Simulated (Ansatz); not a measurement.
**Ti: distorted cells**

The calculation used DFT PBE, scalar-relativistic, plane waves, PAW in Ansatz 0.2.0.

Cutoff 420 eV; k points 18×18×18 on the computed 1-atom cell (Γ-centred); Gaussian smearing, width 0.10 eV; no spin polarisation.

Reference cell:

```yaml
crystal:
  lattice:
    - [0.00000, 2.03000, 2.03000]
    - [2.03000, 0.00000, 2.03000]
    - [2.03000, 2.03000, 0.00000]
  atoms:
    - { symbol: Ti, position: [0.00000, 0.00000, 0.00000] }
```

Each variant moves atoms of this cell by the vectors given, if any (Å), and then applies a symmetric strain (tensor components, Cartesian axes). The reference cell isn't relaxed at this level. Energies are per atom at zero smearing, counted from the lowest variant. Pressure is positive in compression.

1. strain (xx yy zz yz xz xy, %) -1.49 -1.49 -1.49 0.00 0.00 0.00
2. strain (xx yy zz yz xz xy, %) -3.51 -3.51 -3.51 0.00 0.00 0.00
3. strain (xx yy zz yz xz xy, %) -2.65 -2.65 -2.65 0.00 0.00 0.00

```tsv
variant	ΔE (meV/atom)	P (GPa)	largest force (eV/Å)	gap on mesh (eV)	space group
1	0.0	10.29	0.00	0	Fm-3m
2	88.9	19.88	0.00	0	Fm-3m
3	?	?	?	?	?
```

Problem. Give the withheld rows.

Solution.
| variant | ΔE (meV/atom) | P (GPa) | largest force (eV/Å) | gap on mesh (eV) | space group |
| --- | --- | --- | --- | --- | --- |
| 3 | 44.7 | 15.57 | 0.00 | 0 | Fm-3m |

This fcc form isn't the element's structure at ambient conditions.